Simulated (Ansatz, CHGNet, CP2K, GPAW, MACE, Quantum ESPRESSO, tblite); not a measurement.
# Running P6_3/mmc (COD entry) MoS2, displaced supercell (54 atoms) with CP2K, part 2 of 3

Wanted: CP2K inputs and outputs for P6_3/mmc (COD entry) MoS2, displaced supercell (54 atoms), checked against a plane-wave reference.

Program: CP2K 2026.2; the method stands at each step. Banners, paths, timers and routine set-up lines are dropped from the logs unmarked, and long logs keep their key lines alone; longer cuts are marked.

So far. Step 2 (PBE, DZVP-MOLOPT-SR, 600/50 Ry, diagonalisation): Forces lie 3.8 % from the reference's, at 14 times its CPU time (on 2 against 4 cores). Step 3 (PBE, TZVP-MOLOPT (SR for Mo), 600/50 Ry …): Against the first run (3.8 %), the force difference from the reference is 3.8 %, at 1.5 times the CPU time (on 4 against 2 cores), with 1242 basis functions against 936.

The database entry behind the starting cell differs from later determinations by our own check (about 0.3 % long), so it need not match the best structure at ambient conditions.

**4. r2SCAN, SCAN potentials, DZVP-UZH(SCAN), 600/50 Ry, diagonalisation**

Method: Kohn-Sham DFT, r2SCAN, GTH-SCAN pseudopotentials, Gaussian and plane waves, DZVP-MOLOPT (UZH set), diagonalisation.

The input, input.inp:

```
&GLOBAL
  PROJECT cell
  RUN_TYPE ENERGY_FORCE
  PRINT_LEVEL LOW
&END GLOBAL
&FORCE_EVAL
  METHOD QS
  STRESS_TENSOR ANALYTICAL
  &DFT
    BASIS_SET_FILE_NAME BASIS_MOLOPT_UZH
    POTENTIAL_FILE_NAME POTENTIAL_UZH
    &MGRID
      CUTOFF 600
      REL_CUTOFF 50
      NGRIDS 5
    &END MGRID
    &QS
      EPS_DEFAULT 1.0E-12
    &END QS
    &SCF
      SCF_GUESS ATOMIC
      EPS_SCF 5.0E-06
      MAX_SCF 200
      ADDED_MOS 36
      &DIAGONALIZATION
        ALGORITHM STANDARD
      &END DIAGONALIZATION
      &SMEAR ON
        METHOD FERMI_DIRAC
        ELECTRONIC_TEMPERATURE [K] 580
      &END SMEAR
      &MIXING
        METHOD BROYDEN_MIXING
        ALPHA 0.15
        NBROYDEN 12
      &END MIXING
      &PRINT
        &RESTART OFF
        &END RESTART
      &END PRINT
    &END SCF
    &XC
      &XC_FUNCTIONAL
        &MGGA_X_R2SCAN
        &END MGGA_X_R2SCAN
        &MGGA_C_R2SCAN
        &END MGGA_C_R2SCAN
      &END XC_FUNCTIONAL
    &END XC
    &PRINT
      &MULLIKEN ON
      &END MULLIKEN
      &HIRSHFELD ON
        SHAPE_FUNCTION DENSITY
      &END HIRSHFELD
      &MO ON
        EIGENVALUES T
        OCCUPATION_NUMBERS T
        MO_INDEX_RANGE 223 246
        &EACH
          QS_SCF 0
        &END EACH
        ADD_LAST NUMERIC
      &END MO
    &END PRINT
  &END DFT
  &SUBSYS
    &CELL
      A 9.50700 0.00000 0.00000
      B -4.75350 8.23330 0.00000
      C 0.00000 0.00000 12.32400
    &END CELL
    &COORD
      SCALED
[... 54 atom lines left out: the same atoms as in the first run ...]
    &END COORD
    &KIND Mo
      BASIS_SET DZVP-MOLOPT-SCAN-GTH-q14
      POTENTIAL GTH-SCAN-q14
    &END KIND
    &KIND S
      BASIS_SET DZVP-MOLOPT-SCAN-GTH-q6
      POTENTIAL GTH-SCAN-q6
    &END KIND
  &END SUBSYS
  &PRINT
    &FORCES ON
    &END FORCES
    &STRESS_TENSOR ON
    &END STRESS_TENSOR
  &END PRINT
&END FORCE_EVAL
```

Started as:

```
$ OMP_NUM_THREADS=1 mpirun -np 4 cp2k.psmp -i input.inp > output.txt
```

Numbers of over 12 decimals in the logs are rounded to 6 here.

The program printed:

```text
CP2K| version string:                                       CP2K version 2026.2
 CP2K| Input file name                                                 input.inp
 GLOBAL| Basis set file name                                    BASIS_MOLOPT_UZH
 GLOBAL| Potential file name                                       POTENTIAL_UZH
[... lines left out ...]
 Number of electrons:                                                        468
[... lines left out ...]
  Step     Update method      Time    Convergence         Total energy    Change
[... lines left out ...]
  *** SCF run converged in    18 steps ***
[... lines left out ...]
  Fermi energy:                                                 0.343547
  Total energy:                                             -1587.856970
  Total energy (extrapolated to T->0):                      -1587.856964
[... lines left out ...]
 MO| E(Fermi):            0.343547 a.u.          9.348399 eV
[... lines left out ...]
 ENERGY| Total FORCE_EVAL ( QS ) energy [hartree]          -1587.857149
[... lines left out ...]
 FORCES|      1 -1.07816381E-02  2.34271396E-02  2.04392565E-03   2.58699096E-02
 FORCES|      2  4.55914539E-02  5.53579473E-03  6.59238281E-02   8.03441149E-02
 FORCES|      3 -2.83031710E-02  2.97228092E-02 -3.55690750E-02   5.43109010E-02
[...]
FORCES|     53 -5.74518723E-03  2.20789866E-02 -2.19412192E-03   2.29194895E-02
 FORCES|     54  2.04888598E-02  9.91380686E-03  8.11434680E-03   2.41644277E-02
 FORCES| Sum     2.20494044E-04 -2.76604307E-04 -1.40517013E-03
 FORCES| Total atomic force                                       1.44901023E-03
 STRESS| Analytical stress tensor [bar]
 STRESS|                        x                   y                   z
 STRESS|      x        5.24400511696E+04  -6.96923494291E+03   2.74748159380E+03
 STRESS|      y       -6.96923494291E+03   5.35870647634E+04  -1.51284957589E+04
 STRESS|      z        2.74748159380E+03  -1.51284957589E+04   5.23325009446E+04
 STRESS| 1/3 Trace                                             5.27865389592E+04
```

Wall time 5.7 min (4 MPI ranks of Arm Neoverse V1, shared host); peak memory 5.1 GiB.

Numbers from this run, and their distance from the reference:

| Quantity | Value |
| --- | --- |
| r.m.s. force component | 1.263 eV/Å |
| r.m.s. difference of force components | 88.9 meV/Å |
| longest difference of force vectors | 318.6 meV/Å |
| force difference over r.m.s. force | 7.485 % |
| slope of forces against the reference's | 1.062 |
| correlation of force components | 0.9992 |
| gap (highest filled to lowest empty level) | 0.8848 eV |
| gap difference | 0.0494 eV |
| pressure | 5.279 GPa |
| pressure difference | 0.6821 GPa |

Against the first run (3.8 %), the force difference from the reference is 7.5 %, at 2.3 times the CPU time (on 4 against 2 cores); the model has changed, so this is no error of the program alone.

**5. PBE, DZVP-UZH, 600/50 Ry, diagonalisation**

Method: Kohn-Sham DFT, PBE, GTH-PBE pseudopotentials, Gaussian and plane waves, DZVP-MOLOPT (UZH set), diagonalisation.

Changes to input.inp since step 4:

```diff
@@ -42,7 +42,3 @@
     &XC
-      &XC_FUNCTIONAL
-        &MGGA_X_R2SCAN
-        &END MGGA_X_R2SCAN
-        &MGGA_C_R2SCAN
-        &END MGGA_C_R2SCAN
+      &XC_FUNCTIONAL PBE
       &END XC_FUNCTIONAL
@@ -73,3 +69,2 @@
     &COORD
-      SCALED
 [... 54 atom lines left out: the same atoms as in the first run ...]
@@ -77,8 +72,8 @@
     &KIND Mo
-      BASIS_SET DZVP-MOLOPT-SCAN-GTH-q14
-      POTENTIAL GTH-SCAN-q14
+      BASIS_SET DZVP-MOLOPT-PBE-GTH-q14
+      POTENTIAL GTH-PBE-q14
     &END KIND
     &KIND S
-      BASIS_SET DZVP-MOLOPT-SCAN-GTH-q6
-      POTENTIAL GTH-SCAN-q6
+      BASIS_SET DZVP-MOLOPT-PBE-GTH-q6
+      POTENTIAL GTH-PBE-q6
     &END KIND
```

The program printed:

```text
CP2K| version string:                                       CP2K version 2026.2
 CP2K| Input file name                                                 input.inp
 GLOBAL| Basis set file name                                    BASIS_MOLOPT_UZH
 GLOBAL| Potential file name                                       POTENTIAL_UZH
[... lines left out ...]
 Number of electrons:                                                        468
[... lines left out ...]
  Step     Update method      Time    Convergence         Total energy    Change
[... lines left out ...]
  *** SCF run converged in    17 steps ***
[... lines left out ...]
  Fermi energy:                                                 0.346395
  Total energy:                                             -1589.915788
  Total energy (extrapolated to T->0):                      -1589.915778
[... lines left out ...]
 MO| E(Fermi):            0.346395 a.u.          9.425893 eV
[... lines left out ...]
 ENERGY| Total FORCE_EVAL ( QS ) energy [hartree]          -1589.916052
[... lines left out ...]
 FORCES|      1 -1.04248810E-02  2.31710240E-02  2.82662365E-03   2.55649036E-02
 FORCES|      2  4.50988566E-02  5.40631438E-03  6.47362836E-02   7.90817394E-02
 FORCES|      3 -2.79774638E-02  2.85340686E-02 -3.74786305E-02   5.47866708E-02
[...]
FORCES|     53 -4.86197000E-03  2.18560537E-02  4.40877601E-04   2.23946469E-02
 FORCES|     54  1.94262867E-02  9.50476673E-03  1.07493034E-02   2.41509571E-02
 FORCES| Sum     5.78524234E-07  1.08596089E-06 -3.80022249E-06
 FORCES| Total atomic force                                       3.99445770E-06
 STRESS| Analytical stress tensor [bar]
 STRESS|                        x                   y                   z
 STRESS|      x        6.19327790160E+04  -7.26660995817E+03   2.73084483864E+03
 STRESS|      y       -7.26660995817E+03   6.34995091275E+04  -1.47862153172E+04
 STRESS|      z        2.73084483864E+03  -1.47862153172E+04   7.28022137155E+04
 STRESS| 1/3 Trace                                             6.60781672863E+04
```

Elapsed: 1.8 min, on 4 MPI ranks; peak memory 5.1 GiB; 7.2 min of CPU time.

Numbers from this run, and their distance from the reference:

```
r.m.s. force component                           : 1.242 eV/Å
r.m.s. difference of force components            : 123.9 meV/Å
longest difference of force vectors              : 333.8 meV/Å
force difference over r.m.s. force               : 10.43 %
slope of forces against the reference's          : 1.041
correlation of force components                  : 0.9958
gap (highest filled to lowest empty level) : 0.8394 eV
gap difference                                   : 0.004 eV
pressure                                         : 6.608 GPa
pressure difference                              : 2.011 GPa
```

Against the first run (3.8 %), the force difference from the reference is 10 %, at 0.73 times the CPU time (on 4 against 2 cores), with 936 basis functions against 936; this set comes with other potentials too, so the change isn't the basis's alone.

The difference per atom is largest on S (0.25 eV/Å on average, against 0.082 on Mo).

**6. PBE+D3, DZVP-MOLOPT-SR, 600/50 Ry, diagonalisation**

Method: Kohn-Sham DFT, PBE+D3, GTH-PBE pseudopotentials, Gaussian and plane waves, DZVP-MOLOPT-SR-GTH, diagonalisation.

Changes to input.inp since step 5:

```diff
@@ -9,4 +9,4 @@
   &DFT
-    BASIS_SET_FILE_NAME BASIS_MOLOPT_UZH
-    POTENTIAL_FILE_NAME POTENTIAL_UZH
+    BASIS_SET_FILE_NAME BASIS_MOLOPT
+    POTENTIAL_FILE_NAME GTH_POTENTIALS
     &MGRID
@@ -44,2 +44,10 @@
       &END XC_FUNCTIONAL
+      &VDW_POTENTIAL
+        POTENTIAL_TYPE PAIR_POTENTIAL
+        &PAIR_POTENTIAL
+          TYPE DFTD3
+          PARAMETER_FILE_NAME dftd3.dat
+          REFERENCE_FUNCTIONAL PBE
+        &END PAIR_POTENTIAL
+      &END VDW_POTENTIAL
     &END XC
@@ -69,2 +77,3 @@
     &COORD
+      SCALED
 [... 54 atom lines left out: the same atoms as in the first run ...]
@@ -72,3 +81,3 @@
     &KIND Mo
-      BASIS_SET DZVP-MOLOPT-PBE-GTH-q14
+      BASIS_SET DZVP-MOLOPT-SR-GTH-q14
       POTENTIAL GTH-PBE-q14
@@ -76,3 +85,3 @@
     &KIND S
-      BASIS_SET DZVP-MOLOPT-PBE-GTH-q6
+      BASIS_SET DZVP-MOLOPT-SR-GTH-q6
       POTENTIAL GTH-PBE-q6
```

Started as:

```
$ OMP_NUM_THREADS=2 cp2k.psmp -i input.inp > output.txt
```

The program printed:

```text
CP2K| version string:                                       CP2K version 2026.2
 CP2K| Input file name                                                 input.inp
 GLOBAL| Basis set file name                                        BASIS_MOLOPT
 GLOBAL| Potential file name                                      GTH_POTENTIALS
[... lines left out ...]
 Number of electrons:                                                        468
[... lines left out ...]
  Step     Update method      Time    Convergence         Total energy    Change
[... lines left out ...]
  *** SCF run converged in    17 steps ***
[... lines left out ...]
  Fermi energy:                                                 0.343293
  Total energy:                                             -1597.958829
  Total energy (extrapolated to T->0):                      -1597.958819
[... lines left out ...]
 MO| E(Fermi):            0.343293 a.u.          9.341468 eV
[... lines left out ...]
 ENERGY| Total FORCE_EVAL ( QS ) energy [hartree]          -1597.959182
[... lines left out ...]
 FORCES|      1 -1.04246080E-02  2.27568758E-02  2.43557663E-03   2.51491527E-02
 FORCES|      2  4.46677441E-02  5.38111582E-03  6.36821144E-02   7.79716324E-02
 FORCES|      3 -2.77630901E-02  2.86205828E-02 -3.41032207E-02   5.24686248E-02
[...]
FORCES|     53 -5.33138565E-03  2.14178836E-02 -3.04459677E-03   2.22804619E-02
 FORCES|     54  1.97691459E-02  9.56487246E-03  7.11808532E-03   2.30862092E-02
 FORCES| Sum     1.08126728E-06 -5.90399031E-07 -1.84189376E-06
 FORCES| Total atomic force                                       2.21591574E-06
 STRESS| Analytical stress tensor [bar]
 STRESS|                        x                   y                   z
 STRESS|      x        1.80686057439E+04  -6.85480411125E+03   2.68316473406E+03
 STRESS|      y       -6.85480411125E+03   1.92026954609E+04  -1.47227697002E+04
 STRESS|      z        2.68316473406E+03  -1.47227697002E+04   2.41582705251E+04
 STRESS| 1/3 Trace                                             2.04765239100E+04
```

Run time: 5.3 min. Hardware: 2 threads; peak memory 3.4 GiB.

Against the reference:

```
r.m.s. force component                           : 1.222 eV/Å
r.m.s. difference of force components            : 46.36 meV/Å
longest difference of force vectors              : 183.9 meV/Å
force difference over r.m.s. force               : 3.903 %
slope of forces against the reference's          : 1.029
correlation of force components                  : 0.9997
gap (highest filled to lowest empty level) : 0.8392 eV
gap difference                                   : 0.0038 eV
pressure                                         : 2.048 GPa
pressure difference                              : -2.549 GPa
```

Against the first run (3.8 %), the force difference from the reference is 3.9 %, at 0.99 times the CPU time; the model has changed, so this is no error of the program alone.

**7. PBE, DZVP-MOLOPT-SR, 600/70 Ry, diagonalisation**

Method: Kohn-Sham DFT, PBE, GTH-PBE pseudopotentials, Gaussian and plane waves, DZVP-MOLOPT-SR-GTH, diagonalisation.

Changes to input.inp since step 6:

```diff
@@ -13,3 +13,3 @@
       CUTOFF 600
-      REL_CUTOFF 50
+      REL_CUTOFF 70
       NGRIDS 5
@@ -44,10 +44,2 @@
       &END XC_FUNCTIONAL
-      &VDW_POTENTIAL
-        POTENTIAL_TYPE PAIR_POTENTIAL
-        &PAIR_POTENTIAL
-          TYPE DFTD3
-          PARAMETER_FILE_NAME dftd3.dat
-          REFERENCE_FUNCTIONAL PBE
-        &END PAIR_POTENTIAL
-      &END VDW_POTENTIAL
     &END XC
@@ -76,6 +68,6 @@
     &END CELL
-    &COORD
-      SCALED
-[... 54 atom lines left out: the same atoms as in the first run ...]
-    &END COORD
+    &TOPOLOGY
+      COORD_FILE_NAME structure.xyz
+      COORD_FILE_FORMAT XYZ
+    &END TOPOLOGY
     &KIND Mo
```

The input, structure.xyz:

```xyz
54

Mo 0.03418 1.85653 3.03429
Mo 1.55254 0.87940 9.11052
S 0.05590 1.74250 7.71396
S 1.53105 0.87890 1.51326
S 1.60564 1.01187 4.54386
S -0.00395 1.86361 10.79545
Mo -1.53766 4.59221 3.09111
Mo 0.02339 3.64620 9.21133
S -1.53229 4.63741 7.63891
S 0.02657 3.70210 1.47605
S 0.07729 3.76575 4.63752
S -1.56984 4.64103 10.80741
Mo -3.08640 7.37531 2.96799
Mo -1.62703 6.29024 9.25717
S -3.24374 7.33842 7.60982
S -1.63577 6.37965 1.56724
S -1.58681 6.45622 4.64800
S -3.08545 7.34962 10.78067
Mo 3.16664 1.82195 3.03836
Mo 4.75911 0.90352 9.32076
[... 30 atom lines left out ...]
S 3.20933 7.33809 7.66158
S 4.73696 6.36829 1.57377
S 4.83811 6.41160 4.65231
S 3.13812 7.28211 10.77586
```

The program printed:

```text
CP2K| version string:                                       CP2K version 2026.2
 CP2K| Input file name                                                 input.inp
 GLOBAL| Basis set file name                                        BASIS_MOLOPT
 GLOBAL| Potential file name                                      GTH_POTENTIALS
 GLOBAL| Run type                                                   ENERGY_FORCE
 GLOBAL| Total number of message passing processes                             1
 GLOBAL| Number of threads for this process                                    2
 TOTAL NUMBERS AND MAXIMUM NUMBERS
  Total number of            - Atomic kinds:                                   2
                             - Atoms:                                         54
[... lines left out ...]
                        Smear method:                                FERMI_DIRAC
[... lines left out ...]
 Number of electrons:                                                        468
[... lines left out ...]
  Step     Update method      Time    Convergence         Total energy    Change
[... lines left out ...]
  *** SCF run converged in    17 steps ***
[... lines left out ...]
  Fermi energy:                                                 0.343293
  Total energy:                                             -1597.436939
  Total energy (extrapolated to T->0):                      -1597.436929
[... lines left out ...]
 MO| E(Fermi):            0.343293 a.u.          9.341469 eV
[... lines left out ...]
 !-----------------------------------------------------------------------------!
 !-----------------------------------------------------------------------------!
                           Hirshfeld Charges
  #Atom  Element  Kind  Ref Charge     Population                    Net charge
      1       Mo     1      14.000         13.776                         0.224
      2       Mo     1      14.000         13.776                         0.224
      3       S      2       6.000          6.120                        -0.120
[...]
53       S      2       6.000          6.113                        -0.113
     54       S      2       6.000          6.118                        -0.118
  Total Charge                                                            0.001
 !-----------------------------------------------------------------------------!
 ENERGY| Total FORCE_EVAL ( QS ) energy [hartree]          -1597.437293
 FORCES| Atomic forces [hartree/bohr]
 FORCES|   Atom     x               y               z               |f|
 FORCES|      1 -1.03149131E-02  2.27918382E-02  2.40464401E-03   2.51326010E-02
 FORCES|      2  4.47006161E-02  5.33175930E-03  6.37674784E-02   7.80568001E-02
 FORCES|      3 -2.77890743E-02  2.86740693E-02 -3.38438837E-02   5.23435132E-02
[...]
FORCES|     53 -5.39768025E-03  2.14745209E-02 -3.10648923E-03   2.23593443E-02
 FORCES|     54  1.97669432E-02  9.57618228E-03  7.00572201E-03   2.30546189E-02
 FORCES| Sum    -4.25692932E-07 -2.28515851E-07 -1.44579854E-06
 FORCES| Total atomic force                                       1.52439082E-06
 STRESS| Analytical stress tensor [bar]
 STRESS|                        x                   y                   z
 STRESS|      x        4.29560106209E+04  -7.05801970909E+03   2.69209366790E+03
 STRESS|      y       -7.05801970909E+03   4.42767077852E+04  -1.46859903537E+04
 STRESS|      z        2.69209366790E+03  -1.46859903537E+04   5.16745647471E+04
 STRESS| 1/3 Trace                                             4.63024277178E+04
```

Elapsed: 6.7 min, on 2 threads; peak memory 3.4 GiB; 13 min of CPU time.

Against the reference:

- r.m.s. force component: 1.222 eV/Å
- r.m.s. difference of force components: 45.04 meV/Å
- longest difference of force vectors: 172.8 meV/Å
- force difference over r.m.s. force: 3.792 %
- slope of forces against the reference's: 1.029
- correlation of force components: 0.9997
- gap (highest filled to lowest empty level): 0.8392 eV
- gap difference: 0.0038 eV
- pressure: 4.63 GPa
- pressure difference: 0.0336 GPa
- energy less the same-level run's: -0.0007 meV/atom
- r.m.s. force difference from the same-level run: 0.068 meV/Å

Against the first run (3.8 %), the force difference from the reference is 3.8 %, at 1.3 times the CPU time: the change moves forces by 0.068 meV/Å r.m.s., so most of the difference comes from elsewhere.

(Continued in part 3 of 3.)

[Also dropped from logs without a mark: logging warnings of Python, and SIESTA's first energy breakdown and zero terms.]

[Logs are printed without paths, hosts, clocks, repeated set-up lines and the standing remarks that a program may print on its own settings, such as how far it seeks lower states.]

[Hosts, paths, dates, database ids (printed as entryN), source tags and the programs' standing remarks are cut or masked in the printed files.]
